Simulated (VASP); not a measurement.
# Fe (Fmmm) in VASP: a series of runs, part 2 of 2

VASP 6.6.1. The steps go on from the part before.

### 3 Single point, PBEsol, collinear spin, ferromagnetic start

Input file INCAR:

```
  PREC = Accurate
  ENCUT = 550
  EDIFF = 1E-6
  ISMEAR = 1
  SIGMA = 0.1
  LREAL = Auto
  LASPH = True
  NELM = 100
  ALGO = Normal
  ISIF = 2
  LWAVE = False
  LCHARG = False
  ISPIN = 2
  MAGMOM = 3
  LORBIT = 11
  LMAXMIX = 4
  GGA = PS
  NBANDS = 14
  ADDGRID = False
```

Input file KPOINTS:

```
Automatic mesh
0
Gamma
  9 9 9
```

Input file POSCAR:

```
Fe
1.0
    0.0000000000      1.9417396906      1.9651051623
    1.4984397099      0.0000000000      1.9651051623
    1.4984397099      1.9417396906      0.0000000000
Fe
1
Direct
    0.0000000000      0.0000000000      0.0000000000
```

Potentials or basis: VASP PAW PBE potentials, release 64 (Fe).

The run is started by

```
> cat potpaw_PBE.64/Fe/POTCAR > POTCAR
> mpirun -np 1 vasp_std > vasp.out
```

OUTCAR:

```text
PREC = Accurate
   ENCUT = 550
   EDIFF = 1E-6
   ISMEAR = 1
   LREAL = Auto
   LASPH = True
   NELM = 100
   ISIF = 2
   ISPIN = 2
   LORBIT = 11
   GGA = PS

 Found    125 irreducible k-points:

 Following reciprocal coordinates:
            Coordinates               Weight
  0.000000  0.000000  0.000000      1.000000
  0.111111  0.000000 -0.000000      8.000000
  0.222222  0.000000  0.000000      8.000000
  0.333333  0.000000  0.000000      8.000000
  0.444444  0.000000  0.000000      8.000000
  0.111111  0.111111  0.000000      2.000000
   k-points           NKPTS =    125   k-points in BZ     NKDIM =    125   number of bands    NBANDS=     14
   number of dos      NEDOS =    301   number of ions     NIONS =      1
   total plane-waves  NPLWV =   9600
   dimension x,y,z NGX =    24 NGY =   20 NGZ =   20
   dimension x,y,z NGXF=    48 NGYF=   40 NGZF=   40
   ions per type =               1
   NGX,Y,Z   is equivalent  to a cutoff of  14.44, 13.45, 13.56 a.u.
   NGXF,Y,Z  is equivalent  to a cutoff of  28.89, 26.91, 27.11 a.u.
 SYSTEM =  unknown system
   PREC   = accura    normal or accurate (medium, high low for compatibility)
   ISTART =      0    job   : 0-new  1-cont  2-samecut
   ICHARG =      2    charge: 1-file 2-atom 10-const
   ISPIN  =      2    spin polarized calculation?
   LNONCOLLINEAR =      F non collinear calculations
   LSORBIT =      F    spin-orbit coupling
   LASPH  =      T    aspherical Exc in radial PAW
   ENCUT  =  550.0 eV  40.42 Ry    6.36 a.u.   5.28  4.73  4.69*2*pi/ulx,y,z
   NELM   =    100;   NELMIN=  2; NELMDL= -5     # of ELM steps
   EDIFF  = 0.1E-05   stopping-criterion for ELM
   LREAL  =      T    real-space projection
   EDIFFG = 0.1E-04   stopping-criterion for IOM
   NSW    =      0    number of steps for IOM
   IBRION =     -1    ionic relax: 0-MD 1-quasi-New 2-CG
   NFREE  =      0    steps in history (QN), initial steepest desc. (CG)
   ISIF   =      2    stress and relaxation
   ISYM   =      2    0-nonsym 1-usesym 2-fastsym
   POTIM  = 0.5000    time-step for ionic-motion
   TEBEG  =    0.0;   TEEND  =   0.0 temperature during run
   PSTRESS=    0.0 pullay stress
   NELECT =       8.0000    total number of electrons
   NUPDOWN=      -1.0000    fix difference up-down
   EMIN   =  10.00;   EMAX   =-10.00  energy-range for DOS
   EFERMI =   0.00;   METHOD = LEGACY
   ISMEAR =     1;   SIGMA  =   0.10  broadening in eV -4-tet -1-fermi 0-gaus
   EFERMI_NEDOS =   21; number of points for ismear=-14 and -15
   IALGO  =     38    algorithm
   IMIX   =      4    mixing-type and parameters
     AMIX     =   0.40;   BMIX     =  1.00
     AMIX_MAG =   1.60;   BMIX_MAG =  1.00
  volume/ion in A,a.u.               =      11.44        77.17
  Fermi-wavevector in a.u.,A,eV,Ry     =   1.453303  2.746344 28.736719  2.112089
  Thomas-Fermi vector in A             =   2.570585
   LORBIT       =     11    0 simple, 1 ext, 2 COOP (PROOUT), +10 PAW based schemes
   GGA     = PS    functional components
   LHFCALC =     F    Hartree Fock is set to
   AEXX    =    0.0000 exact exchange contribution
   IVDW    =     0    specifies the selected vdW correction
   LEPSILON=     F    determine dielectric tensor
   LRPA    =     F    only Hartree local field effects (RPA)
 spin polarized calculation
 Methfessel and Paxton  Order N= 1 SIGMA  =   0.10
  energy-cutoff  :      550.00
  volume of cell :       11.44
 maximum number of plane-waves:       343
 NGX is ok and might be reduce to    24
   NGX = 11   NGY =  9   NGZ =  9

 number of electron       7.9999998 magnetization       2.1787385

 Free energy of the ion-electron system (eV)
  ---------------------------------------------------
  ext. energy  EPLUGINS =         0.00000000
  ---------------------------------------------------
  free energy    TOTEN  =        -8.88193579 eV

  energy without entropy =       -8.88183296  energy(sigma->0) =       -8.88190151

 E-fermi :   5.5929     XC(G=0): -13.2409

 val. band max:        5.5897806963   @ k =  -0.1111   0.4444   0.3333
 cond. band min:       5.6137597025   @ k =   0.4444   0.2222   0.2222
 fundamental gap:      0.0239790062
 Fermi energy:         5.5928666843

 spin component 1

 k-point     1 :       0.0000    0.0000    0.0000
  band No.  band energies     occupation
      1      -2.8895      1.00000
      2       3.1604      1.00000
      3       3.2504      1.00000
      4       3.5934      1.00000
      5       4.3150      1.00000
      6       4.7070      1.00000
      7      29.3769      0.00000
      8      30.8533      0.00000
      9      31.1167      0.00000
     10      35.0500      0.00000
     11      36.1065      0.00000
     12      36.3699      0.00000
     13      36.8732      0.00000
     14      36.9651      0.00000

 k-point     2 :       0.1111    0.0000   -0.0000
  band No.  band energies     occupation
      1      -2.3989      1.00000
      2       3.1685      1.00000
      3       3.2425      1.00000
      4       3.7178      1.00000
      5       4.2469      1.00000
      6       4.6575      1.00000
      7      27.1632      0.00000
      8      29.5976      0.00000
      9      30.6131      0.00000
     10      33.7634      0.00000
     11      34.6177      0.00000
     12      35.0464      0.00000
     13      36.9440      0.00000
     14      39.2026      0.00000
[... 37 lines left out ...]
      1       0.6870      1.00000
      2       2.4562      1.00000
      3       4.2438      1.00000
      4       4.8249      1.00000
      5       5.3884      1.00690
      6       5.8373     -0.00148
      7      13.2999      0.00000
      8      24.5772      0.00000
      9      26.7602      0.00000
     10      29.5808      0.00000
     11      33.1133      0.00000
     12      37.8934      0.00000
     13      41.8883      0.00000
     14      46.3499      0.00000

 k-point     6 :       0.1111    0.1111    0.0000
  band No.  band energies     occupation
      1      -2.3657      1.00000
      2       2.9987      1.00000
      3       3.5191      1.00000
      4       3.5231      1.00000
      5       4.3744      1.00000
      6       4.6231      1.00000
      7      28.2447      0.00000
      8      29.0561      0.00000
      9      29.5225      0.00000
     10      32.5861      0.00000
     11      34.9200      0.00000
     12      35.5204      0.00000
     13      38.3530      0.00000
     14      38.5496      0.00000

 [... further k-points ...]

 spin component 2

 k-point     1 :       0.0000    0.0000    0.0000
  band No.  band energies     occupation
      1      -2.6185      1.00000
      2       4.9909      1.00000
      3       5.1311      1.00000
      4       5.6208      0.27356
      5       6.8292     -0.00000
      6       7.4217     -0.00000
      7      29.2758      0.00000
      8      30.8080      0.00000
      9      31.0999      0.00000
     10      35.4962      0.00000
     11      36.2854      0.00000
     12      37.3659      0.00000
     13      37.5929      0.00000
     14      37.6788      0.00000

 k-point     2 :       0.1111    0.0000   -0.0000
  band No.  band energies     occupation
      1      -2.1245      1.00000
      2       4.9935      1.00000
      3       5.1225      1.00000
      4       5.7337     -0.03146
      5       6.7342     -0.00000
      6       7.3586     -0.00000
      7      27.4669      0.00000
      8      29.6318      0.00000
      9      30.7499      0.00000
     10      34.3316      0.00000
     11      35.2855      0.00000
     12      35.7117      0.00000
     13      37.3243      0.00000
     14      39.8940      0.00000
[... 37 lines left out ...]
      1       1.8844      1.00000
      2       4.2315      1.00000
      3       5.7519     -0.02353
      4       6.7249     -0.00000
      5       7.4580     -0.00000
      6       8.0466      0.00000
      7      14.5845      0.00000
      8      24.7086      0.00000
      9      27.3769      0.00000
     10      30.1842      0.00000
     11      33.8568      0.00000
     12      38.1624      0.00000
     13      42.2158      0.00000
     14      47.1569      0.00000

 k-point     6 :       0.1111    0.1111    0.0000
  band No.  band energies     occupation
      1      -2.0908      1.00000
      2       4.7985      1.00000
      3       5.4271      1.02042
      4       5.5229      0.95965
      5       6.8965     -0.00000
      6       7.3005     -0.00000
      7      28.4533      0.00000
      8      29.1252      0.00000
      9      29.7459      0.00000
     10      33.4383      0.00000
     11      35.7770      0.00000
     12      35.7781      0.00000
     13      38.7701      0.00000
     14      38.9286      0.00000

 [... further k-points ...]

------------------------ aborting loop because EDIFF is reached ----------------------------------------

  FORCE on cell =-STRESS in cart. coord.  units (eV):
  Direction    XX          YY          ZZ          XY          YZ          ZX
  --------------------------------------------------------------------------------------
  -------------------------------------------------------------------------------------
  Total       -1.1964307     -0.5352254     -0.6846533      0.0000000      0.0000000      0.0000000
  in kB     -167.6301235    -74.9896296    -95.9257519      0.0000000      0.0000000      0.0000000
  external PRESSURE =    -112.8485017 kB  Pullay stress =       0.0000000 kB

 VOLUME and BASIS-vectors are now :
 -----------------------------------------------------------------------------
  energy-cutoff  :      550.00
  volume of cell :       11.44
      direct lattice vectors                 reciprocal lattice vectors
     0.000000000  1.941739691  1.965105162    -0.333680426  0.257501045  0.254439309
     1.498439710  0.000000000  1.965105162     0.333680426 -0.257501045  0.254439309
     1.498439710  1.941739691  0.000000000     0.333680426  0.257501045 -0.254439309

 POSITION                                       TOTAL-FORCE (eV/Angst)
 -----------------------------------------------------------------------------------
      0.00000      0.00000      0.00000        -0.000000      0.000000     -0.000000
 -----------------------------------------------------------------------------------
    total drift:                                0.000000      0.000000      0.000000

  FREE ENERGIE OF THE ION-ELECTRON SYSTEM (eV)
  ---------------------------------------------------
  free  energy   TOTEN  =        -8.8819357890 eV

  energy  without entropy=       -8.8818329649  energy(sigma->0) =       -8.88190151

 total charge

# of ion       s       p       d       tot
------------------------------------------
    1        0.488   0.538   6.234   7.259

 magnetization (x)

# of ion       s       p       d       tot
------------------------------------------
    1       -0.013  -0.042   2.221   2.166
```

stdout:

```text
POSCAR found type information on POSCAR Fe
 POSCAR found :  1 types and       1 ions
 scaLAPACK will be used
 -----------------------------------------------------------------------------
|                                                                             |
|                                                                             |
|     You have a (more or less) 'small supercell' and for smaller cells       |
|     it is recommended to use the reciprocal-space projection scheme!        |
|     The real-space optimization is not efficient for small cells and it     |
|     is also less accurate ...                                               |
|     Therefore, set LREAL=.FALSE. in the INCAR file.                         |
|                                                                             |
 -----------------------------------------------------------------------------

 -----------------------------------------------------------------------------
|                                                                             |
|                                                                             |
|     You enforced a specific xc type in the INCAR file but a different       |
|     I HOPE YOU KNOW WHAT YOU ARE DOING!                                     |
|                                                                             |
 -----------------------------------------------------------------------------

 LDA part: xc-table for (Slater+PW92), standard interpolation
 POSCAR, INCAR and KPOINTS ok, starting setup
 FFT: planning ... GRIDC
 FFT: planning ... GRID_SOFT
 FFT: planning ... GRID
 WAVECAR not read
 entering main loop
```

It took 58 s on 1 thread of Intel Xeon 6975P-C (Granite Rapids), shared host; peak memory 0.16 GiB.

The run converged, but some of its settings lie outside the range that counts as converged, so its numbers aren't taken as properties of the crystal.

Results:

- Free energy: -8.8819 eV
- Pressure: -11.3 GPa
- Band gap on the k mesh: none (metal or under the smearing width)
- Net moment: 2.18 μB per cell
- Site moments: Fe +2.17 μB
- Valence electrons inside the program's atomic spheres: Fe 7.26

Caveat: the PAW data sets were made with another functional, which shifts forces and pressure a little.

### 4 Single point, PBEsol, collinear spin, ferromagnetic start

INCAR, as its differences from that of step 3:

```diff
@@ -2,6 +2,6 @@
   ENCUT = 550
-  EDIFF = 1E-6
+  EDIFF = 1E-4
   ISMEAR = 1
   SIGMA = 0.1
-  LREAL = Auto
+  LREAL = False
   LASPH = True
```

KPOINTS is that of step 3.

POSCAR is that of step 3.

Potentials or basis: VASP PAW PBE potentials, release 64 (Fe).

The run is started by

```
> cat potpaw_PBE.64/Fe/POTCAR > POTCAR
> mpirun -np 1 vasp_std > vasp.out
```

OUTCAR:

```text
PREC = Accurate
   ENCUT = 550
   EDIFF = 1E-4
   ISMEAR = 1
   LREAL = False
   LASPH = True
   NELM = 100
   ISIF = 2
   ISPIN = 2
   LORBIT = 11
   GGA = PS

 Found    125 irreducible k-points:

 Following reciprocal coordinates:
            Coordinates               Weight
  0.000000  0.000000  0.000000      1.000000
  0.111111  0.000000 -0.000000      8.000000
  0.222222  0.000000  0.000000      8.000000
  0.333333  0.000000  0.000000      8.000000
  0.444444  0.000000  0.000000      8.000000
  0.111111  0.111111  0.000000      2.000000
   k-points           NKPTS =    125   k-points in BZ     NKDIM =    125   number of bands    NBANDS=     14
   number of dos      NEDOS =    301   number of ions     NIONS =      1
   total plane-waves  NPLWV =   9600
   dimension x,y,z NGX =    24 NGY =   20 NGZ =   20
   dimension x,y,z NGXF=    48 NGYF=   40 NGZF=   40
   ions per type =               1
   NGX,Y,Z   is equivalent  to a cutoff of  14.44, 13.45, 13.56 a.u.
   NGXF,Y,Z  is equivalent  to a cutoff of  28.89, 26.91, 27.11 a.u.
 SYSTEM =  unknown system
   PREC   = accura    normal or accurate (medium, high low for compatibility)
   ISTART =      0    job   : 0-new  1-cont  2-samecut
   ICHARG =      2    charge: 1-file 2-atom 10-const
   ISPIN  =      2    spin polarized calculation?
[... 260 lines left out ...]
      4       5.5248      0.95367
      5       6.8974     -0.00000
      6       7.3019     -0.00000
      7      28.4533      0.00000
      8      29.1249      0.00000
      9      29.7459      0.00000
     10      33.4394      0.00000
     11      35.7781      0.00000
     12      35.7782      0.00000
     13      38.7700      0.00000
     14      38.9291      0.00000

 [... further k-points ...]

------------------------ aborting loop because EDIFF is reached ----------------------------------------

  FORCE on cell =-STRESS in cart. coord.  units (eV):
  Direction    XX          YY          ZZ          XY          YZ          ZX
  --------------------------------------------------------------------------------------
  -------------------------------------------------------------------------------------
  Total       -1.2130140     -0.5537778     -0.7034041      0.0000000      0.0000000      0.0000000
  in kB     -169.9535827    -77.5889784    -98.5529030      0.0000000      0.0000000      0.0000000
  external PRESSURE =    -115.3651547 kB  Pullay stress =       0.0000000 kB

 VOLUME and BASIS-vectors are now :
 -----------------------------------------------------------------------------
  energy-cutoff  :      550.00
  volume of cell :       11.44
      direct lattice vectors                 reciprocal lattice vectors
     0.000000000  1.941739691  1.965105162    -0.333680426  0.257501045  0.254439309
     1.498439710  0.000000000  1.965105162     0.333680426 -0.257501045  0.254439309
     1.498439710  1.941739691  0.000000000     0.333680426  0.257501045 -0.254439309

 POSITION                                       TOTAL-FORCE (eV/Angst)
 -----------------------------------------------------------------------------------
      0.00000      0.00000      0.00000        -0.000000      0.000000      0.000000
 -----------------------------------------------------------------------------------
    total drift:                                0.000000      0.000000      0.000000

  FREE ENERGIE OF THE ION-ELECTRON SYSTEM (eV)
  ---------------------------------------------------
  free  energy   TOTEN  =        -8.8816731733 eV

  energy  without entropy=       -8.8815666439  energy(sigma->0) =       -8.88163766

 total charge

# of ion       s       p       d       tot
------------------------------------------
    1        0.488   0.538   6.234   7.259

 magnetization (x)

# of ion       s       p       d       tot
------------------------------------------
    1       -0.013  -0.042   2.222   2.167
```

stdout:

```text
POSCAR found type information on POSCAR Fe
 POSCAR found :  1 types and       1 ions
 scaLAPACK will be used
 -----------------------------------------------------------------------------
|                                                                             |
|                                                                             |
|     You enforced a specific xc type in the INCAR file but a different       |
|     I HOPE YOU KNOW WHAT YOU ARE DOING!                                     |
|                                                                             |
 -----------------------------------------------------------------------------

 LDA part: xc-table for (Slater+PW92), standard interpolation
 POSCAR, INCAR and KPOINTS ok, starting setup
 FFT: planning ... GRIDC
 FFT: planning ... GRID_SOFT
 FFT: planning ... GRID
 WAVECAR not read
 entering main loop
```

Run time: 14 s. Hardware: 1 thread of Intel Xeon 6975P-C (Granite Rapids), shared host; peak memory 0.16 GiB.

These settings aren't checked as converged: the numbers below hold their error.

What came out:

```yaml
Free_energy: -8.8817 eV
Pressure: -11.5 GPa
Band_gap_on_the_k_mesh: none (metal or under the smearing width)
Net_moment: 2.18 μB per cell
Site_moments: Fe +2.17 μB
Valence_electrons_inside_the_program's_atomic_spheres: Fe 7.26
```

Caveat: the PAW data sets were made with another functional, which shifts forces and pressure a little.

### 5 Single point, PBEsol, collinear spin, ferromagnetic start

INCAR, as its differences from that of step 4:

```diff
@@ -1,4 +1,4 @@
   PREC = Accurate
-  ENCUT = 550
-  EDIFF = 1E-4
+  ENCUT = 450
+  EDIFF = 1E-6
   ISMEAR = 1
```

Input file KPOINTS:

```
Automatic mesh
0
Gamma
  11 11 11
```

POSCAR is that of step 4.

The run is started by

```
> cat potpaw_PBE.64/Fe/POTCAR > POTCAR
> mpirun -np 1 vasp_std > vasp.out
```

It took 25 s on 1 thread of Intel Xeon 6975P-C (Granite Rapids), shared host; peak memory 0.15 GiB.

These settings aren't checked as converged: the numbers below hold their error.

Results:

```yaml
Free_energy: -8.8767 eV
Pressure: -10.2 GPa
Band_gap_on_the_k_mesh: none (metal or under the smearing width)
Net_moment: 2.23 μB per cell
Site_moments: Fe +2.22 μB
Valence_electrons_inside_the_program's_atomic_spheres: Fe 7.26
```

Caveat: the PAW data sets were made with another functional, which shifts forces and pressure a little.

### 6 For comparison

An earlier run on the cell as given: functional PBE; potentials or basis VASP PAW PBE potentials, release 64 (Fe); cutoff 520 eV; k mesh 13 × 13 × 13; occupations fermi-dirac, width 0.05 eV; collinear spin, ferromagnetic start; starting moments [3.0] μB.

* Pressure: -1.0 GPa
* Band gap on the k mesh: none (metal or under the smearing width)
* Net moment: 2.20 μB per cell
* Site moments: Fe +2.19 μB
* Valence electrons inside the program's atomic spheres: Fe 7.26
